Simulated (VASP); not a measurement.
## VASP 6.6.1 run: AgBr

INCAR

```
ENCUT = 520
LCHARG = .FALSE.
NSW = 0
NBANDS = 16
LREAL = .FALSE.
SIGMA = 0.02
LWAVE = .FALSE.
EDIFF = 1E-7
ISIF = 2
GGA = PE
PREC = Accurate
IBRION = -1
NELM = 58
NELECT = 24
LASPH = .TRUE.
ISMEAR = -1
```

KPOINTS

```
KPOINTS created by Atomic Simulation Environment
0
Gamma
8 8 8
0 0 0
```

POSCAR

```
Ag Br
 1.0000000000000000
     0.0000000000000000    2.8638060222999999    2.9231489486000002
     2.8638060222999999    0.0000000000000000    2.9231489486000002
     2.8638060222999999    2.8638060222999999    0.0000000000000000
 Ag  Br
   1   1
Cartesian
  0.0000000000000000  0.0000000000000000  0.0000000000000000
  2.8638060222999999  2.8638060222999999  2.9231489486000002
```

The recommended PBE PAW datasets give the neutral cell 18 valence electrons.

Command

```
mpirun -np 1 vasp_std
```

Problem. Predict the outcome of this run.

Solution. It converged. Results: pressure 251.3 GPa.

OSZICAR

```
N       E                     dE             d eps       ncg     rms          rms(c)
DAV:   1     0.195547152057E+03    0.19555E+03   -0.12300E+04  1904   0.139E+03
DAV:   2     0.548742744110E+02   -0.14067E+03   -0.13871E+03  2312   0.291E+02
DAV:   3     0.502684966408E+02   -0.46058E+01   -0.45645E+01  2328   0.536E+01
DAV:   4     0.502448010512E+02   -0.23696E-01   -0.23694E-01  2416   0.412E+00
DAV:   5     0.502446109202E+02   -0.19013E-03   -0.19013E-03  2360   0.345E-01    0.391E+01
DAV:   6     0.441169684518E+02   -0.61276E+01   -0.88739E+00  2336   0.198E+01    0.201E+01
DAV:   7     0.443362187633E+02    0.21925E+00   -0.15750E+00  2128   0.157E+01    0.565E+00
DAV:   8     0.443839024325E+02    0.47684E-01   -0.10576E-01  2168   0.452E+00    0.173E+00
DAV:   9     0.443905033014E+02    0.66009E-02   -0.35633E-02  2128   0.227E+00    0.406E-01
DAV:  10     0.443907752984E+02    0.27200E-03   -0.48526E-03  2192   0.979E-01    0.140E-01
DAV:  11     0.443908794875E+02    0.10419E-03   -0.78643E-04  2224   0.353E-01    0.103E-01
DAV:  12     0.443908647462E+02   -0.14741E-04   -0.44264E-05  2480   0.573E-02    0.366E-02
DAV:  13     0.443908731300E+02    0.83838E-05   -0.27423E-05  2216   0.467E-02    0.834E-03
DAV:  14     0.443908730645E+02   -0.65520E-07   -0.13126E-06  2408   0.851E-03    0.157E-02
DAV:  15     0.443908732160E+02    0.15152E-06   -0.25554E-07  1696   0.651E-03    0.510E-04
DAV:  16     0.443908731823E+02   -0.33724E-07   -0.10269E-07  1088   0.314E-03
   1 F= 0.44390873E+02 E0= 0.44392231E+02  d E =-.271650E-02
```

These settings aren't sound, so the numbers aren't properties of the crystal.

The fault: wrong number of electrons.

On sound settings PBE gives a gap of 0.61 eV on its mesh and a pressure of 1.6 GPa for the intended cell.
